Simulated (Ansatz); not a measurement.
# ZnS: a line through a two-coordinate scan

How does the energy of ZnS (P6_3mc, No. 186; 4 atoms in the cell) vary with volume per atom at fixed shape, at shift of Zn1 along [0 0 1] = −0.150 Å?

Method: DFT PBEsol, scalar-relativistic, plane waves, PAW, in Ansatz 0.2.0.

1 further run of the same task is left out (set aside as unsound or not needed).

## (1) The starting structure

The structure is hexagonal, space group P6_3mc (No. 186). The conventional cell has a = 3.781 Å, b = 3.781 Å, c = 6.209 Å, α = 90.00°, β = 90.00°, γ = 120.00°. Zn (site symmetry 3m) is surrounded by 4 S at 2.32 Å. Around S (site symmetry 3m) lie 4 Zn at 2.32 Å.

Structure file:

```cif
data_structure
_symmetry_space_group_name_H-M 'P6_3mc'
_symmetry_Int_Tables_number 186
_cell_length_a 3.7814
_cell_length_b 3.7814
_cell_length_c 6.2087
_cell_angle_alpha 90.000
_cell_angle_beta 90.000
_cell_angle_gamma 120.000
_cell_volume 76.89
loop_
_atom_site_label
_atom_site_type_symbol
_atom_site_symmetry_multiplicity
_atom_site_Wyckoff_symbol
_atom_site_fract_x
_atom_site_fract_y
_atom_site_fract_z
_atom_site_occupancy
Zn1 Zn 2 b 0.33333 0.66667 0.00544 1
S1 S 2 b 0.33333 0.66667 0.37956 1
```

It is the result of an earlier relaxation at this level (volume 19.22 Å³/atom; gap on the mesh: 2.16 eV).

## (2) The scan

Atoms count from 1 in the order of the input.

The energy is mapped over a free internal coordinate and the cell.

The axes are (1) shift of Zn1 along [0 0 1], its symmetry partners moved as symmetry demands (measured in the relaxed cell): 5 values from −0.150 Å; (2) volume per atom at fixed shape: 5 values from 17.68 to 20.76 Å³.

Nothing else is relaxed (all other coordinates fixed). Energies count from the relaxed crystal. Points are written as (first, second).

## (3) The run at (−0.150 Å, 17.68 Å³)

The input, input.yaml:

```yaml
crystal:
  lattice:
    - [3.6778050849, 0.0, 0.0]
    - [-1.8389025425, 3.1850726337, 0.0]
    - [0.0, 0.0, 6.0385469599]
  atoms:
    - { symbol: Zn, position: [0.3333333333, 0.6666666667, -0.018717142] }
    - { symbol: Zn, position: [0.6666666667, 0.3333333333, 0.481282858] }
    - { symbol: S, position: [0.3333333333, 0.6666666667, 0.3795575521] }
    - { symbol: S, position: [0.6666666667, 0.3333333333, 0.8795575521] }
basis:
  ecutwfc: 520.0
kpoints:
  mp_grid: { grid: [9, 9, 6] }
hamiltonian:
  xc: pbesol
  pseudopotentials: { kind: paw }
scf:
  occupations: { method: gaussian, width: 0.05 }
output:
  forces: true
  stress: true
  eigenvalues: true
```

On the command line:

```sh
$ ansatz run input.yaml --threads 1 --pin off --max-ram 2048MiB --backend cpu --events-out ev --progress --plain --runs-dir out
```

Output, cut to the lines that bear on the results:

```text
Warning: RAYON_NUM_THREADS=1 ignored (pool sized by the plan → 1); use --threads N
[...]
Pseudopotentials: kind: paw
Pseudopotential: Zn, paw, valence charge 12, recommended cutoff 420 eV (normal), Zn.paw.azcp
Pseudopotential: S, paw, valence charge 6, recommended cutoff 420 eV (normal), S.paw.azcp
Functional definition: PBEsol
[...]
Crystal: 4 atoms, lattice volume = 70.736 Å³
Basis set: ecut = 520 eV, 1919 PW (Γ), exchange–correlation on 60×60×90 points (8 copies of the dense FFT grid, shifted against one another)
Bands: 22, of which v1, the nominal top of the filled ones, is band 18 counted from 1 (17 counted from 0)
Symmetry: 12 space group operations
Space group: P63mc (ITA 186), of the structure as read, at distance tolerance 4.1e-5 Å
k-points: 48 of 486 (time reversal used)
[...]
SCF iter   1: F=—  HF=-8334.599146 eV  |F-HF|=—  |Δ(HF+E_count)|=         —  Δρ=5.54e-3  dr2=2.14e-2  ethr=1.77e-3  ⟨swp⟩=6.0  Hψ=5198  notcnv=0
[...]
SCF iter   7: F=-8334.591571 eV  HF=-8334.591571 eV  |F-HF|=4.37e-8  |Δ(HF+E_count)|=   5.64e-7  Δρ=5.86e-6  dr2=3.37e-8  ethr=2.78e-10  ⟨swp⟩=6.0  Hψ=5078  notcnv=0
[...]
SCF converged after 7 iterations
Free energy (F): -8334.591571 eV
[...]
E sigma→0 (E₀):  -8334.591571 eV
Fermi energy:    8.490857 eV
[...]
--- Forces (eV/Å), atoms counted from 1 ---
  atom   1  Zn     0.00000000    -0.00000000     0.85023147
  atom   2  Zn     0.00000000     0.00000000     0.85023147
  atom   3  S     -0.00000000    -0.00000000    -0.85022492
  atom   4  S     -0.00000000     0.00000000    -0.85022492
[...]
--- Stress (GPa, compression-positive) ---
       11.796378      -0.000000       0.000000
       -0.000000      11.796378      -0.000000
        0.000000      -0.000000       3.231576
  P = ⅓ Tr σ = 8.9414 GPa (89.414 kbar)
--- Band table (eV; the first three rows and the last of 48) ---
  k-point 0: bands = ["-6.8212", "-5.7240", "0.2247", "0.2247", "0.2726", "0.2726", "0.4595", "0.8851", "0.8851", "0.9917", "0.9917", "1.0758", "1.5462", "6.2416", "6.2416", "7.1630", "7.1630", "7.1786", "9.8031", "10.1581", "13.2473", "13.2473"]
[...]
```

Run time: 17 s. Hardware: 1 thread of Arm Neoverse N1, shared host; peak memory 0.35 GiB.

That is 71.0 meV/atom from the zero.

## (4) Grid point (−0.150 Å, 18.45 Å³)

input.yaml: that of step 3 with these lines changed.

```diff
@@ -2,5 +2,5 @@
   lattice:
-    - [3.6778050849, 0.0, 0.0]
-    - [-1.8389025425, 3.1850726337, 0.0]
-    - [0.0, 0.0, 6.0385469599]
+    - [3.7303610463, 0.0, 0.0]
+    - [-1.8651805232, 3.2305874314, 0.0]
+    - [0.0, 0.0, 6.1248380041]
   atoms:
```

On the command line:

```sh
$ ansatz run input.yaml --threads 1 --pin off --max-ram 2048MiB --backend cpu --events-out ev --progress --plain --runs-dir out
```

Output, cut to the lines that bear on the results:

```text
Warning: RAYON_NUM_THREADS=1 ignored (pool sized by the plan → 1); use --threads N
[...]
[... 4 set-up lines as earlier in the session ...]
[...]
Crystal: 4 atoms, lattice volume = 73.812 Å³
Basis set: ecut = 520 eV, 1973 PW (Γ), exchange–correlation on 60×60×96 points (8 copies of the dense FFT grid, shifted against one another)
Bands: 22, of which v1, the nominal top of the filled ones, is band 18 counted from 1 (17 counted from 0)
[... 1 set-up line as earlier in the session ...]
Space group: P63mc (ITA 186), of the structure as read, at distance tolerance 4.2e-5 Å
k-points: 48 of 486 (time reversal used)
[...]
SCF converged after 7 iterations
Free energy (F): -8334.718479 eV
[...]
E sigma→0 (E₀):  -8334.718479 eV
Fermi energy:    7.791022 eV
[...]
--- Forces (eV/Å), atoms counted from 1 ---
  atom   1  Zn     0.00000000    -0.00000000     0.73433782
  atom   2  Zn    -0.00000000     0.00000000     0.73433782
  atom   3  S      0.00000000     0.00000000    -0.73432859
  atom   4  S      0.00000000     0.00000000    -0.73432859
[...]
--- Stress (GPa, compression-positive) ---
        6.633117      -0.000000       0.000000
       -0.000000       6.633117       0.000000
        0.000000       0.000000       0.060384
  P = ⅓ Tr σ = 4.4422 GPa (44.422 kbar)
--- Band table (eV; the first three rows and the last of 48) ---
  k-point 0: bands = ["-7.0920", "-6.0795", "-0.1667", "-0.1667", "-0.1211", "-0.1211", "0.0492", "0.4368", "0.4368", "0.5317", "0.5317", "0.6702", "1.1818", "5.6858", "5.6858", "6.5458", "6.5458", "6.5862", "8.9958", "9.4714", "12.6896", "12.6896"]
[...]
```

It took 19 s on 1 thread of Arm Neoverse N1, shared host; peak memory 0.36 GiB.

On the map this point reads 39.3 meV/atom.

## (5) Grid point (−0.150 Å, 19.22 Å³)

input.yaml: that of step 4 with these lines changed.

```diff
@@ -2,5 +2,5 @@
   lattice:
-    - [3.7303610463, 0.0, 0.0]
-    - [-1.8651805232, 3.2305874314, 0.0]
-    - [0.0, 0.0, 6.1248380041]
+    - [3.7814465092, 0.0, 0.0]
+    - [-1.8907232546, 3.27482874, 0.0]
+    - [0.0, 0.0, 6.2087146531]
   atoms:
```

On the command line:

```sh
$ ansatz run input.yaml --threads 1 --pin off --max-ram 2048MiB --backend cpu --events-out ev --progress --plain --runs-dir out
```

Output, cut to the lines that bear on the results:

```text
Warning: RAYON_NUM_THREADS=1 ignored (pool sized by the plan → 1); use --threads N
[...]
[... 4 set-up lines as earlier in the session ...]
[...]
Crystal: 4 atoms, lattice volume = 76.886 Å³
Basis set: ecut = 520 eV, 2057 PW (Γ), exchange–correlation on 60×60×96 points (8 copies of the dense FFT grid, shifted against one another)
Bands: 22, of which v1, the nominal top of the filled ones, is band 18 counted from 1 (17 counted from 0)
[... 1 set-up line as earlier in the session ...]
Space group: P63mc (ITA 186), of the structure as read, at distance tolerance 4.3e-5 Å
k-points: 48 of 486 (time reversal used)
[...]
SCF iter   1: F=—  HF=-8334.775829 eV  |F-HF|=—  |Δ(HF+E_count)|=         —  Δρ=5.26e-3  dr2=2.44e-2  ethr=1.77e-3  ⟨swp⟩=6.0  Hψ=5186  notcnv=0
[...]
SCF iter   7: F=-8334.767755 eV  HF=-8334.767755 eV  |F-HF|=5.79e-8  |Δ(HF+E_count)|=   1.07e-6  Δρ=6.01e-6  dr2=3.73e-8  ethr=2.78e-10  ⟨swp⟩=3.4  Hψ=4931  notcnv=0
[...]
SCF converged after 7 iterations
Free energy (F): -8334.767755 eV
[...]
E sigma→0 (E₀):  -8334.767755 eV
Fermi energy:    7.148221 eV
[...]
--- Forces (eV/Å), atoms counted from 1 ---
  atom   1  Zn     0.00000000    -0.00000000     0.63378995
  atom   2  Zn    -0.00000000     0.00000000     0.63378995
  atom   3  S     -0.00000000    -0.00000000    -0.63377714
  atom   4  S      0.00000000     0.00000000    -0.63377714
[...]
--- Stress (GPa, compression-positive) ---
        2.462612      -0.000000      -0.000000
       -0.000000       2.462612       0.000000
       -0.000000       0.000000      -2.452845
  P = ⅓ Tr σ = 0.8241 GPa (8.241 kbar)
--- Band table (eV; the first three rows and the last of 48) ---
[... band rows left out ...]
[...]
```

Wall time 19 s (1 thread of Arm Neoverse N1, shared host); peak memory 0.36 GiB.

Energy on the map's scale: 27.0 meV/atom.

## (6) Variant: ecutwfc 14.7 Ry

input.yaml: that of step 5 with these lines changed.

```diff
@@ -11,3 +11,3 @@
 basis:
-  ecutwfc: 520.0
+  ecutwfc: "14.7 Ry"
 kpoints:
@@ -21,3 +21,3 @@
   forces: true
+  eigenvalues: true
   stress: true
-  eigenvalues: true
```

On the command line:

```sh
$ ansatz run input.yaml --threads 1 --pin off --max-ram 2048MiB --backend cpu --events-out ev --progress --plain --runs-dir out
```

Output:

```text
Warning: basis.ecutwfc = 200.00368890801178 eV is below the records' recommended 420 eV, and the density's cutoff is lower with it unless basis.ecutrho_ratio is high enough to keep the records' density cutoff: compare with a run at a higher cutoff
Warning: RAYON_NUM_THREADS=1 ignored (pool sized by the plan → 1); use --threads N
Engine: ansatz 0.2.0, aarch64-unknown-linux-gnu
[... 4 set-up lines as earlier in the session ...]
  exchange = pbesol_x
  correlation = pbesol_c
Crystal: 4 atoms, lattice volume = 76.886 Å³
Basis set: ecut = 200.00368890801178 eV, 525 PW (Γ), exchange–correlation on 36×36×60 points (8 copies of the dense FFT grid, shifted against one another)
Bands: 22, of which v1, the nominal top of the filled ones, is band 18 counted from 1 (17 counted from 0)
[... 2 set-up lines as earlier in the session ...]
k-points: 48 of 486 (time reversal used)
Non-local potential: Zn, projectors of the file, l = 0: 2, l = 1: 2, l = 2: 3, l = 3: 1
Non-local potential: S, projectors of the file, l = 0: 2, l = 1: 2, l = 2: 2
PAW form: soft (Blöchl's): semilocal exchange-correlation on the pseudo side does not see the compensation charge
PAW frozen core: Zn, regenerated for the run's functional, and the local potential with it (the file was generated under x = pbe(κ = 0.804, μ = 0.2195149727645171), c = pbe(β = 0.06672455060314922))
PAW frozen core: S, regenerated for the run's functional, and the local potential with it (the file was generated under x = pbe(κ = 0.804, μ = 0.2195149727645171), c = pbe(β = 0.06672455060314922))
PAW one-centre angular grid: Zn, 590 points (default); XC on 64 Gauss nodes
PAW one-centre angular grid: S, 110 points (default); XC on 64 Gauss nodes
Initial density: superposition of atomic densities (neutral atoms: chi_scale 0, normalization atom), corrected by the library's trained network
Initial wavefunctions: pseudopotential atomic-orbital guess
Functional: x = pbesol(κ = 0.804, μ = 0.12345679012345678), c = pbesol(β = 0.046)
SCF iter   1: F=—  HF=-8324.408997 eV  |F-HF|=—  |Δ(HF+E_count)|=         —  Δρ=6.74e-2  dr2=1.59e0  ethr=1.77e-3  ⟨swp⟩=6.0  Hψ=4655  notcnv=0
preconditioner: auto → Resta (q_TF=auto, 2.404 Å⁻¹)  ε∞=6.8  [insulator: Δε(μ)=2.164 eV  Ē_g=10.537 eV  σ=0.050 eV  W_gap=1.00  n_scr=22 (ndim 8)  ℏωp=25.4 eV  f_vac=0.061  D(μ)=0.00/eV (n_scr^D=0)  ε∞_Penn≈6.8]
SCF iter   2: F=—  HF=-8321.271346 eV  |F-HF|=—  |Δ(HF+E_count)|=    3.14e0  Δρ=2.70e-2  dr2=4.14e-1  ethr=1.77e-3  ⟨swp⟩=3.0  Hψ=2833  notcnv=0
SCF iter   3: F=—  HF=-8321.335121 eV  |F-HF|=—  |Δ(HF+E_count)|=   6.38e-2  Δρ=1.86e-2  dr2=1.94e-1  ethr=1.15e-3  ⟨swp⟩=1.1  Hψ=1445  notcnv=0
SCF iter   4: F=—  HF=-8321.286670 eV  |F-HF|=—  |Δ(HF+E_count)|=   4.85e-2  Δρ=2.04e-3  dr2=3.76e-3  ethr=5.39e-4  ⟨swp⟩=2.0  Hψ=1632  notcnv=0
SCF iter   5: F=—  HF=-8321.286345 eV  |F-HF|=—  |Δ(HF+E_count)|=   3.25e-4  Δρ=9.36e-4  dr2=3.23e-4  ethr=1.04e-5  ⟨swp⟩=2.0  Hψ=1810  notcnv=0
SCF iter   6: F=—  HF=-8321.286246 eV  |F-HF|=—  |Δ(HF+E_count)|=   9.94e-5  Δρ=1.16e-4  dr2=9.47e-6  ethr=8.98e-7  ⟨swp⟩=2.1  Hψ=1711  notcnv=0
SCF iter   7: F=—  HF=-8321.286876 eV  |F-HF|=—  |Δ(HF+E_count)|=   6.30e-4  Δρ=4.76e-5  dr2=1.31e-6  ethr=2.63e-8  ⟨swp⟩=2.0  Hψ=1919  notcnv=0
SCF iter   8: F=-8321.286876 eV  HF=-8321.286876 eV  |F-HF|=3.95e-8  |Δ(HF+E_count)|=   3.82e-7  Δρ=3.98e-6  dr2=1.60e-8  ethr=2.78e-10  ⟨swp⟩=2.9  Hψ=4109  notcnv=0
SCF 1 converged in 8 iterations: F = -8321.286876 eV  dr2 = 1.60e-8
SCF converged after 8 iterations
Free energy (F): -8321.286876 eV
Harris-Foulkes:  -8321.286876 eV  (|F-HF|=3.95e-8)
Internal energy: -8321.286876 eV  (E = F + TS)
E sigma→0 (E₀):  -8321.286876 eV
Fermi energy:    7.003736 eV
--- Per-component energies (eV) ---
  E_band       = -41.842792
  E_kinetic    = 496.239771
  E_local      = -4078.646274  (includes V_loc(G=0)·N_el)
  E_nonlocal   = 1349.080803
  E_hartree    = 1709.452617
  E_xc         = -464.982993
  E_vxc        = -281.562525  (∫ρ·V_xc dr)
  E_paw        = -4812.005636  (= ΣΔE_a)
  E_vpaw       = -945.808107  (= ΣTr[D̂ρ^β])
  E_aug_tail   = -0.050176  (compensation charges beyond the density's cutoff)
  E_ewald      = -2522.093598
  E_core_change = 1.718608  (= ΣΔE_core)
  E_smearing   = -0.000000  (= −TS)
  E_closure    = -0.000000  (closes the sum)
  Σ components = -8321.286876   (vs F -8321.286876, Δ=0.00e0)
--- Forces (eV/Å), atoms counted from 1 ---
  atom   1  Zn     0.00000000    -0.00000000     0.72453438
  atom   2  Zn    -0.00000000     0.00000000     0.72453438
  atom   3  S     -0.00000000    -0.00000000    -0.72456124
  atom   4  S     -0.00000000     0.00000000    -0.72456124
  max |Σ_I F_I| component: 5.37e-5 eV/Å
--- Stress (GPa, compression-positive) ---
        2.774296      -0.000000      -0.000000
        0.000000       2.774296       0.000000
       -0.000000       0.000000      -3.661810
  P = ⅓ Tr σ = 0.6289 GPa (6.289 kbar)
--- Band table (eV; the first three rows and the last of 48) ---
  k-point 0: bands = ["-7.3538", "-6.5166", "-3.2070", "-3.2070", "-3.1968", "-3.1968", "-2.9619", "-2.9363", "-2.9363", "-2.7093", "-2.7093", "-2.4608", "0.7937", "4.8699", "4.8699", "5.6163", "5.6163", "5.7763", "8.2312", "8.8097", "12.1887", "12.1887"]
  k-point 1: bands = ["-7.2862", "-6.5670", "-3.1413", "-3.1413", "-3.1249", "-3.1249", "-3.0512", "-2.7540", "-2.7540", "-2.5734", "-2.5734", "-2.4344", "1.1101", "4.9233", "4.9233", "5.2119", "5.5943", "5.5943", "8.7212", "8.9117", "12.2291", "12.2291"]
  k-point 2: bands = ["-7.1466", "-6.7294", "-3.1506", "-3.1506", "-3.1372", "-3.1372", "-3.0161", "-2.7484", "-2.7484", "-2.6390", "-2.5768", "-2.5768", "1.9022", "4.1028", "5.0546", "5.0546", "5.4409", "5.4409", "9.1427", "9.3611", "12.1320", "12.3481"]
  k-point 47: bands = ["-6.2065", "-6.2065", "-2.9689", "-2.9689", "-2.9250", "-2.9250", "-2.7360", "-2.7360", "-2.6790", "-2.6790", "-2.2055", "-2.2055", "0.8349", "0.8349", "2.4597", "2.4597", "4.6425", "4.6425", "10.4024", "10.4024", "12.4607", "12.4607"]
```

Wall time 5.9 s (1 thread of Arm Neoverse N1, shared host); peak memory 0.3 GiB.

```
    run     ending  energy change  pressure (GPa)  gap (eV)  force (eV/Å)  cycles   time
 step 5  converged              0             0.8      2.21          0.63       7   19 s
variant  converged  +3.37 eV/atom             0.6      2.45          0.72       8  5.9 s
```

Changing the cutoff moves the energy by +3.37 eV/atom, and the gap on the mesh goes from 2.21 to 2.45 eV and the largest force goes from 0.63 to 0.72 eV/Å. The lower cutoff gives the higher energy: the smaller basis describes the state less well. The log warns that the cutoff is under what these potentials recommend, so the shift is basis error. Cost: 8 SCF cycles against 7, 5.9 s against 19 s. The variant is not converged in its settings.

## (7) Grid point (−0.150 Å, 19.99 Å³)

input.yaml: that of step 5 with these lines changed.

```diff
@@ -2,5 +2,5 @@
   lattice:
-    - [3.7814465092, 0.0, 0.0]
-    - [-1.8907232546, 3.27482874, 0.0]
-    - [0.0, 0.0, 6.2087146531]
+    - [3.8311821878, 0.0, 0.0]
+    - [-1.9155910939, 3.3179011011, 0.0]
+    - [0.0, 0.0, 6.2903751065]
   atoms:
```

On the command line:

```sh
$ ansatz run input.yaml --threads 1 --pin off --max-ram 2048MiB --backend cpu --events-out ev --progress --plain --runs-dir out
```

Output, cut to the lines that bear on the results:

```text
Warning: RAYON_NUM_THREADS=1 ignored (pool sized by the plan → 1); use --threads N
[...]
[... 4 set-up lines as earlier in the session ...]
[...]
Crystal: 4 atoms, lattice volume = 79.960 Å³
Basis set: ecut = 520 eV, 2153 PW (Γ), exchange–correlation on 60×60×96 points (8 copies of the dense FFT grid, shifted against one another)
Bands: 22, of which v1, the nominal top of the filled ones, is band 18 counted from 1 (17 counted from 0)
[... 2 set-up lines as earlier in the session ...]
k-points: 48 of 486 (time reversal used)
[...]
SCF iter   1: F=—  HF=-8334.762951 eV  |F-HF|=—  |Δ(HF+E_count)|=         —  Δρ=5.16e-3  dr2=2.58e-2  ethr=1.77e-3  ⟨swp⟩=6.0  Hψ=5106  notcnv=0
[...]
SCF iter   7: F=-8334.754598 eV  HF=-8334.754598 eV  |F-HF|=6.78e-8  |Δ(HF+E_count)|=   1.38e-6  Δρ=6.22e-6  dr2=4.12e-8  ethr=2.78e-10  ⟨swp⟩=3.4  Hψ=4945  notcnv=0
[...]
SCF converged after 7 iterations
Free energy (F): -8334.754598 eV
[...]
E sigma→0 (E₀):  -8334.754598 eV
Fermi energy:    6.555951 eV
[...]
--- Forces (eV/Å), atoms counted from 1 ---
  atom   1  Zn    -0.00000000     0.00000000     0.54612521
  atom   2  Zn    -0.00000000    -0.00000000     0.54612521
  atom   3  S      0.00000000     0.00000000    -0.54610894
  atom   4  S     -0.00000000    -0.00000000    -0.54610894
[...]
--- Stress (GPa, compression-positive) ---
       -0.914366       0.000000      -0.000000
        0.000000      -0.914366       0.000000
       -0.000000       0.000000      -4.445107
  P = ⅓ Tr σ = -2.0913 GPa (-20.913 kbar)
--- Band table (eV; the first three rows and the last of 48) ---
[... band rows left out ...]
[...]
```

Run time: 19 s. Hardware: 1 thread of Arm Neoverse N1, shared host; peak memory 0.36 GiB.

On the map this point reads 30.3 meV/atom.

## (8) Grid point (−0.150 Å, 20.76 Å³)

input.yaml: that of step 7 with these lines changed.

```diff
@@ -2,5 +2,5 @@
   lattice:
-    - [3.8311821878, 0.0, 0.0]
-    - [-1.9155910939, 3.3179011011, 0.0]
-    - [0.0, 0.0, 6.2903751065]
+    - [3.8796928979, 0.0, 0.0]
+    - [-1.9398464489, 3.3599126084, 0.0]
+    - [0.0, 0.0, 6.3700242978]
   atoms:
```

On the command line:

```sh
$ ansatz run input.yaml --threads 1 --pin off --max-ram 2048MiB --backend cpu --events-out ev --progress --plain --runs-dir out
```

Output, cut to the lines that bear on the results:

```text
Warning: RAYON_NUM_THREADS=1 ignored (pool sized by the plan → 1); use --threads N
[...]
[... 4 set-up lines as earlier in the session ...]
[...]
Crystal: 4 atoms, lattice volume = 83.036 Å³
Basis set: ecut = 520 eV, 2249 PW (Γ), exchange–correlation on 60×60×96 points (8 copies of the dense FFT grid, shifted against one another)
Bands: 22, of which v1, the nominal top of the filled ones, is band 18 counted from 1 (17 counted from 0)
[... 1 set-up line as earlier in the session ...]
Space group: P63mc (ITA 186), of the structure as read, at distance tolerance 4.4e-5 Å
k-points: 48 of 486 (time reversal used)
[...]
SCF iter   1: F=—  HF=-8334.699388 eV  |F-HF|=—  |Δ(HF+E_count)|=         —  Δρ=5.03e-3  dr2=2.70e-2  ethr=1.77e-3  ⟨swp⟩=5.8  Hψ=4928  notcnv=0
[...]
SCF iter   7: F=-8334.691065 eV  HF=-8334.691064 eV  |F-HF|=7.71e-8  |Δ(HF+E_count)|=   1.85e-6  Δρ=6.34e-6  dr2=4.13e-8  ethr=2.78e-10  ⟨swp⟩=3.6  Hψ=5083  notcnv=0
[...]
SCF converged after 7 iterations
Free energy (F): -8334.691065 eV
[...]
E sigma→0 (E₀):  -8334.691065 eV
Fermi energy:    6.008462 eV
[...]
--- Forces (eV/Å), atoms counted from 1 ---
  atom   1  Zn    -0.00000000     0.00000000     0.46931936
  atom   2  Zn    -0.00000000    -0.00000000     0.46931936
  atom   3  S      0.00000000     0.00000000    -0.46929793
  atom   4  S      0.00000000    -0.00000000    -0.46929793
[...]
--- Stress (GPa, compression-positive) ---
       -3.653144       0.000000       0.000000
       -0.000000      -3.653144       0.000000
        0.000000       0.000000      -6.022325
  P = ⅓ Tr σ = -4.4429 GPa (-44.429 kbar)
--- Band table (eV; the first three rows and the last of 48) ---
[... band rows left out ...]
[...]
```

It took 20 s on 1 thread of Arm Neoverse N1, shared host; peak memory 0.36 GiB.

Energy on the map's scale: 46.2 meV/atom.

## (9) What came out

| volume per atom at fixed shape (Å³) | step | energy (meV/atom) | slope (meV/atom per Å³) | pressure (GPa) | band gap on the k-mesh (eV) | largest force on an atom (eV/Å) |
| --- | --- | --- | --- | --- | --- | --- |
| 17.68 | 3 | 71.0 | −56 | 8.9 | 2.62 | 0.85 |
| 18.45 | 4 | 39.3 | −28 | 4.4 | 2.41 | 0.73 |
| 19.22 | 5 | 27.0 | −5 | 0.8 | 2.21 | 0.63 |
| 19.99 | 7 | 30.3 | 13 | −2.1 | 2.02 | 0.55 |
| 20.76 | 8 | 46.2 | 28 | −4.4 | 1.84 | 0.47 |

Energies count from the relaxed crystal. Slopes come from the forces (and the stress, where the cell changes), not from differences of energies.

```
                                              run                                                                                                      outcome
step 6, run with ecutwfc 14.7 Ry (against step 5)  +3.37 eV/atom; the gap on the mesh goes from 2.21 to 2.45 eV; the largest force goes from 0.63 to 0.72 eV/Å
```

What this shows: Along the line the energy is lowest at 19.22 Å³, 27.0 meV/atom from the zero. A fit to energies and slopes at the lowest point and its two neighbours puts the minimum at 19.421 Å³, with a curvature of about 25 meV/atom per (Å³)². V·d²E/dV² there is about 77 GPa, a bulk modulus under this line's constraint. The highest point computed, at 17.68 Å³, lies 44.0 meV/atom above the lowest. This is one cut through a surface in two coordinates; the map's lowest point lies off it. A rigid map gives upper bounds: relaxing the other coordinates can only lower a point.

These are semilocal Kohn-Sham gaps, which aren't the measured quantity. Such gaps usually fall short of the measured ones.
